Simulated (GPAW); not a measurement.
# Co (P6_3/mmc) in GPAW: a series of runs

One crystal, Co, is run at these levels: optB88-vdW, r2SCAN, r4SCAN; tasks: band structure.

All numbers are computed with GPAW 26.7.0; they aren't measurements. Logs are shortened: lines on timing, memory, paths and dates and some standing lists are left out, and cuts for length are marked. The log counts tension as positive stress, the text compression.

### Step 1. The structure

It takes space group P6_3/mmc (No. 194, hexagonal). Conventional cell: a = 2.472 Å, b = 2.472 Å, c = 4.021 Å, α = 90.00°, β = 90.00°, γ = 120.00°. Co (site symmetry -6m2) has 12 Co at 2.47 Å as nearest neighbours.

### Step 2. Band structure, optB88-vdW, collinear spin, ferromagnetic start

Contents of run.py:

```python
from ase import Atoms
from ase.dft.bandgap import bandgap
from ase.io import write
from gpaw import GPAW, PW

atoms = Atoms(['Co', 'Co'],
              cell=[[2.4719999032, 0.0, 0.0],
                    [-1.2359999516, 2.1408147143, 0.0],
                    [0.0, 0.0, 4.02114408]],
              scaled_positions=[[0.6666666667, 0.3333333333, 0.75],
                                [0.3333333333, 0.6666666667, 0.25]],
              pbc=True)
atoms.set_initial_magnetic_moments([2.0, 2.0])

calc = GPAW(mode=PW(600),
            xc={'name': 'optB88-vdW', 'backend': 'libvdwxc'},
            kpts={'size': (9, 9, 5), 'gamma': True},
            occupations={'name': 'fermi-dirac', 'width': 0.05},
            nbands=21,
            convergence={'density': 1e-05, 'energy': 1e-05},
            maxiter=150,
            legacy_gpaw=True,
            txt='gpaw.txt')
atoms.calc = calc
energy = atoms.get_potential_energy()
forces = atoms.get_forces()
calc.write('gs.gpw')
write('result.traj', atoms)
print(f'Energy: {energy:.6f} eV')
print('Forces (eV/A):')
print(forces.round(4))
print('Moments:', calc.get_magnetic_moments().round(3))
print('Fermi level:', round(calc.get_fermi_level(), 4), 'eV')
print(f'Gap: {bandgap(calc)[0]:.4f} eV, direct: {bandgap(calc, direct=True)[0]:.4f} eV')

path = atoms.cell.bandpath('GMKGALHA,LM,KH', npoints=100, eps=1e-4)
bs_calc = calc.fixed_density(kpts=path, symmetry='off', nbands=31,
                             convergence={'bands': 'CBM+6.0', 'eigenstates': 1e-6}, txt='bands.txt')
bs = bs_calc.band_structure()
bs.write('bs.json')
print(f'Gap on the path: {bandgap(bs_calc)[0]:.4f} eV')
```

Potentials or basis: GPAW PAW data sets (gpaw-data 1.2.1), pw.

Started as:

```
$ OMP_NUM_THREADS=1 python run.py
```

gpaw.txt:

```text
___ ___ ___ _ _ _
 |   |   |_  | | | |
 | | | | | . | | | |
 |__ |  _|___|_____|  26.7.0
 |___|_|

Input parameters:
  convergence: {density: 1e-05,
                energy: 1e-05}
  kpts: {gamma: True,
         size: (9, 9, 5)}
  maxiter: 150
  mode: {ecut: 600.0,
         name: pw}
  nbands: 21
  occupations: {name: fermi-dirac,
                width: 0.05}
  xc: {backend: libvdwxc,
       name: optB88-vdW}

System changes: positions, numbers, cell, pbc, initial_charges, initial_magmoms

Initialize ...

species:
  Co:
    name:    Cobalt
    Z:       27.0
    valence: 9
    core:    18
    charge:  0.0  # [|e|]
    compensation charges:
      type: gauss
      rc: 0.32  # [Å]
      lmax: 2
    cutoffs:
      filter: 1.87  # [Å]
      core: 2.55  # [Å]
    projectors
    | kind |    occ | energy [eV] | rcut [Å] |
    |------|--------|-------------|----------|
    |   4s |  2.000 |      -5.469 |    1.005 |
    |   4p |  0.000 |      -1.277 |    1.058 |
    |   3d |  7.000 |      -8.205 |    1.005 |
    |    s |        |      21.742 |    1.005 |
    |    p |        |      25.934 |    1.058 |
    |    d |        |      19.007 |    1.005 |

    Using partial waves for Co as LCAO basis

Reference energy: -75805.419811  # eV

Spin-polarized calculation.
Initial magnetic moment: 4.000000

Convergence criteria:
 Maximum [total energy] change in last 3 cyles: 1e-05 eV / valence electron
 Maximum integral of absolute [dens]ity change: 1e-05 electrons / valence electron
 Maximum integral of absolute [eigenst]ate change: 4e-08 eV^2 / valence electron
 Maximum number of scf [iter]ations: 150
 (Square brackets indicate name in SCF output, whereas a 'c' in
 the SCF output indicates the quantity has converged.)

Symmetries present (total): 12

  ( 1  1  0)  ( 1  1  0)  ( 1  0  0)  ( 1  0  0)  ( 0  1  0)  ( 0  1  0)
  ( 0 -1  0)  (-1  0  0)  ( 0  1  0)  (-1 -1  0)  ( 1  0  0)  (-1 -1  0)
  ( 0  0  1)  ( 0  0 -1)  ( 0  0  1)  ( 0  0 -1)  ( 0  0 -1)  ( 0  0  1)

  ( 0 -1  0)  ( 0 -1  0)  (-1  0  0)  (-1  0  0)  (-1 -1  0)  (-1 -1  0)
  ( 1  1  0)  (-1  0  0)  ( 1  1  0)  ( 0 -1  0)  ( 1  0  0)  ( 0  1  0)
  ( 0  0 -1)  ( 0  0  1)  ( 0  0  1)  ( 0  0 -1)  ( 0  0  1)  ( 0  0 -1)

405 k-points: 9 x 9 x 5 Monkhorst-Pack grid
50 k-points in the irreducible part of the Brillouin zone
       k-points in crystal coordinates                weights
   0:     0.00000000    0.00000000    0.00000000          1/405
   1:     0.00000000    0.00000000    0.20000000          2/405
   2:     0.00000000    0.00000000    0.40000000          2/405
   3:     0.11111111    0.00000000   -0.40000000          6/405
   4:     0.11111111    0.00000000   -0.20000000          6/405
   5:     0.11111111    0.00000000    0.00000000          6/405
   6:     0.11111111    0.00000000    0.20000000          6/405
   7:     0.11111111    0.00000000    0.40000000          6/405
   8:     0.22222222   -0.11111111    0.00000000          6/405
   9:     0.22222222   -0.11111111    0.20000000         12/405
          ...
  49:     0.44444444    0.44444444    0.40000000         12/405

Wave functions: Plane wave expansion
  Cutoff energy: 600.000 eV
  Number of coefficients (min, max): 688, 738
  Pulay-stress correction: 0.000000 eV/Ang^3 (de/decut=0.000000)
  Using FFTW library
  ScaLapack parameters: grid=1x1, blocksize=None
  Wavefunction extrapolation:
    Improved wavefunction reuse through dual PAW basis

Occupation numbers: Fermi-Dirac:
  width: 0.0500  # eV

Eigensolver
   Davidson(niter=2)

Densities:
  Coarse grid: 14*14*24 grid
  Fine grid: 28*28*48 grid
  Total Charge: 0.000000

Density mixing:
  Method: fullspin
  Backend: msr1
  Linear mixing parameter: 0.05
  old densities: 10
  Width of damping distribution: 1.1
  Damping of long wavelength oscillations: 20

Hamiltonian:
  XC and Coulomb potentials evaluated on a 28*28*48 grid
  Using the optB88 Exchange-Correlation functional
  External potential:
    NoExternalPotential

XC parameters: optB88 with libvdwxc
  Mode: serial
  Semilocal: GGA_X_OPTB88_VDW+LDA_C_PW with 2 nearest neighbor stencil
  Corresponding non-local functional: vdW-DF
  Local blocksize: 28 x 28 x 48
  PAW datasets: PBE

Number of atoms: 2
Number of atomic orbitals: 18
Number of bands in calculation: 21
Number of valence electrons: 18
Bands to converge: occupied

... initialized

Initializing position-dependent things.

Density initialized from atomic densities
Creating initial wave functions:
  18 bands from LCAO basis set
  3 bands from random numbers

          Co

        Co

Atomic positions and initial magnetic moments

Positions:
   0 Co     1.236000    0.713605    3.015858    ( 0.0000,  0.0000,  2.0000)
   1 Co    -0.000000    1.427210    1.005286    ( 0.0000,  0.0000,  2.0000)

Unit cell:
           periodic     x           y           z      points  spacing
  1. axis:    yes    2.472000    0.000000    0.000000    14     0.1529
  2. axis:    yes   -1.236000    2.140815    0.000000    14     0.1529
  3. axis:    yes    0.000000    0.000000    4.021144    24     0.1675

  Lengths:   2.472000   2.472000   4.021144
  Angles:   90.000000  90.000000 120.000000

Effective grid spacing dv^(1/3) = 0.1654

iter:   1   -51.954124                   +4.0063
iter:   2   -51.983696   -1.45  -1.38    +3.9617
iter:   3   -52.219059   -2.05  -1.40    +3.1999
iter:   4   -52.121773   -2.35  -1.73    +3.0022
iter:   5   -52.118440   -3.92  -2.30    +3.0193
iter:   6   -52.119169   -4.42  -2.70    +3.0304
iter:   7   -52.119171   -5.89  -3.49    +3.0348
iter:   8   -52.119189c  -6.42  -3.77    +3.0393
iter:   9   -52.119190c  -7.38  -4.43    +3.0400
iter:  10   -52.119192c  -7.87c -4.73    +3.0407
iter:  11   -52.119192c  -8.68c -5.50c   +3.0407

Converged after 11 iterations.

Dipole moment: (-0.000000, -0.000000, -0.000000) |e|*Ang

Total magnetic moment: (0.000000, 0.000000, 3.040741)
Local magnetic moments:
   0 Co ( 0.000000,  0.000000,  1.586064)
   1 Co ( 0.000000,  0.000000,  1.586064)

Energy contributions relative to reference atoms: (reference = -75805.419811)

Kinetic:        +36.218073
Potential:      -30.593839
External:        +0.000000
XC:             -57.555260
Entropy (-ST):   -0.017638
Local:           -0.179348
SIC:             +0.000000
--------------------------
Free energy:    -52.128011
Extrapolated:   -52.119192

Non-local optB88 correlation energy: 0.482723
Semilocal GGA_X_OPTB88_VDW+LDA_C_PW energy: -114.829802
(Not including atomic contributions)
Spin contamination: 0.144488 electrons
Showing only first 2 kpts
                      Up                     Down
 Kpt  Band  Eigenvalues  Occupancy  Eigenvalues  Occupancy
  0     7      8.94503    1.00000     10.56693    0.98489
  0     8      8.94503    1.00000     10.56693    0.98489
  0     9     10.07261    1.00000     10.68578    0.85817
  0    10     10.07261    1.00000     11.80593    0.00000

  1     7      9.16917    1.00000      9.98256    1.00000
  1     8      9.16918    1.00000     10.80868    0.34121
  1     9      9.41795    1.00000     10.80868    0.34121
  1    10     10.04399    1.00000     11.77632    0.00000

Fermi level: 10.77578

No gap
No difference between direct/indirect transitions

Forces in eV/Ang:
  0 Co    0.00000   -0.00000   -0.00005
  1 Co   -0.00000    0.00000    0.00005

Writing to gs.gpw (mode='')
```

It took 49 s on 1 thread of Arm Neoverse V2, shared host; peak memory 0.3 GiB.

What came out:

```
Free energy             : -52.1280 eV
Band gap along the path : none (metal or under the smearing width)
Net moment              : 3.04 μB per cell
Site moments            : Co +1.59 μB
```

Levels at the corners of the path, in eV from the Fermi level:
Spin up:
| point | band 8 | band 9 | band 10 | band 11 | band 12 | band 13 |
| --- | --- | --- | --- | --- | --- | --- |
| Γ | -1.83 | -1.83 | -0.70 | -0.70 | -0.07 | 6.52 |
| M | -0.53 | -0.48 | -0.38 | 1.49 | 3.53 | 9.89 |
| K | -0.80 | -0.80 | -0.71 | 4.74 | 5.55 | 5.55 |
| Γ | -1.83 | -1.83 | -0.70 | -0.70 | -0.07 | 6.52 |
| A | -2.59 | -1.03 | -1.03 | -1.03 | -1.03 | 15.19 |
| L | -0.94 | -0.44 | -0.44 | 1.73 | 1.73 | 7.53 |
| H | -1.81 | -0.63 | -0.63 | 5.95 | 5.95 | 7.59 |
| A | -2.59 | -1.03 | -1.03 | -1.03 | -1.03 | 15.19 |
| L | -0.94 | -0.44 | -0.44 | 1.73 | 1.73 | 7.53 |
| M | -0.53 | -0.48 | -0.38 | 1.49 | 3.53 | 9.89 |
| K | -0.80 | -0.80 | -0.71 | 4.74 | 5.55 | 5.55 |
| H | -1.81 | -0.63 | -0.63 | 5.95 | 5.95 | 7.59 |
Spin down:
| point | band 5 | band 6 | band 7 | band 8 | band 9 | band 10 | band 11 | band 12 |
| --- | --- | --- | --- | --- | --- | --- | --- | --- |
| Γ | -1.04 | -0.68 | -0.68 | -0.21 | -0.21 | -0.09 | 1.03 | 1.03 |
| M | -1.18 | -1.11 | -0.70 | 1.17 | 1.29 | 1.34 | 2.61 | 4.43 |
| K | -1.45 | -1.45 | -0.40 | 0.86 | 0.86 | 1.02 | 5.48 | 6.26 |
| Γ | -1.04 | -0.68 | -0.68 | -0.21 | -0.21 | -0.09 | 1.03 | 1.03 |
| A | -1.10 | -1.10 | -1.10 | -1.10 | 0.68 | 0.68 | 0.68 | 0.68 |
| L | -0.10 | -0.10 | 0.27 | 0.27 | 1.28 | 1.28 | 2.29 | 2.29 |
| H | -1.79 | -1.79 | -0.25 | -0.25 | 1.06 | 1.06 | 6.56 | 6.56 |
| A | -1.10 | -1.10 | -1.10 | -1.10 | 0.68 | 0.68 | 0.68 | 0.68 |
| L | -0.10 | -0.10 | 0.27 | 0.27 | 1.28 | 1.28 | 2.29 | 2.29 |
| M | -1.18 | -1.11 | -0.70 | 1.17 | 1.29 | 1.34 | 2.61 | 4.43 |
| K | -1.45 | -1.45 | -0.40 | 0.86 | 0.86 | 1.02 | 5.48 | 6.26 |
| H | -1.79 | -1.79 | -0.25 | -0.25 | 1.06 | 1.06 | 6.56 | 6.56 |

Caveat: the PAW data sets were made with another functional, which shifts forces and pressure a little.

(Part 1 of 2 ends here.)
